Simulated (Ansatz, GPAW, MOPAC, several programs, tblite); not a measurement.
What each method gives for PbO2 (1T monolayer)

PbO2 as a 1T monolayer, relaxed with r2SCAN in Ansatz, was computed with several methods. In-plane lattice: a = 3.369 Å, b = 3.369 Å, γ = 120.0°; thickness between the outer nuclei 2.08 Å. Pb is surrounded by 6 O at 2.21 Å; O is surrounded by 3 Pb at 2.21 Å. Simulation only: spin-unpolarised, and no claim that this is the phase found in nature.

```
CELL_PARAMETERS angstrom
3.36901 0.00000 0.00000
-1.68450 2.91765 0.00000
0.00000 0.00000 28.78876
ATOMIC_POSITIONS crystal
Pb 0.00000 0.00000 0.31262
O 0.33333 0.66667 0.34875
O 0.66667 0.33333 0.27649
```
Two periodic directions, a and b.

Gaps and times are for a single point on this cell. Times are rough, from shared hosts (Intel Xeon Platinum 8124M CPU @ 3.00GHz), and each method has its own mesh and cell size. PM6 (MOPAC), PM7 (MOPAC), GFN1-xTB (tblite), GFN2-xTB (tblite) treat a cluster of cells at its zone centre, which samples few k points: where these miss a band edge, the gap comes out too large for that reason alone. Gaps from k meshes are read at a limited set of points (mesh, symmetry points, PBE's band edges), so each method's own least gap may be somewhat smaller. xTB and the PM methods were fitted mostly to molecules, and can miss a solid's gap by electronvolts. Minimal bases can be far off for gaps. GLLB-SC's gap includes the derivative discontinuity. d marks a direct gap, i an indirect one (no mark: not told apart), a dash a value that wasn't computed or didn't pass its checks.

| method | kind | gap (eV) | atoms computed | processor time |
| --- | --- | --- | --- | --- |
| PM7 (MOPAC) | semi-empirical | 5.88 | 27 | 0.38 s |
| PM6 (MOPAC) | semi-empirical | 6.19 | 27 | 0.4 s |
| GFN1-xTB (tblite) | tight binding | 2.00 | 27 | 0.81 s |
| GFN2-xTB (tblite) | tight binding | 1.27 | 27 | 1.1 s |
| light PBE (260 eV and a coarse mesh) | light plane-wave | 1.41 i | 3 | 2.3 s |
| PBE/single zeta (GPAW) | small basis | 1.31 i | 3 | 6.3 s |
| PBE | semilocal | 1.44 i | 3 | 8.7 s |
| r2SCAN | semilocal | 1.73 i | 3 | 19 s |
| GLLB-SC (GPAW) | model potential | 2.91 | 3 | 30 s |

Against r2SCAN (1.73 eV) and with closed or daggered gaps left aside, the nearest gap at the points sampled is that of GFN1-xTB (tblite) (+0.27 eV) and the farthest that of PM6 (MOPAC) (+4.46 eV). r2SCAN is only a yardstick of convenience: semilocal gaps usually lie below measured ones, which GLLB-SC and hybrids aim to mend.

Spin-orbit coupling is left out; in compounds of Pb, Bi, Tl or Hg it can lower a gap by up to about 1 eV, split its edges or invert the bands.
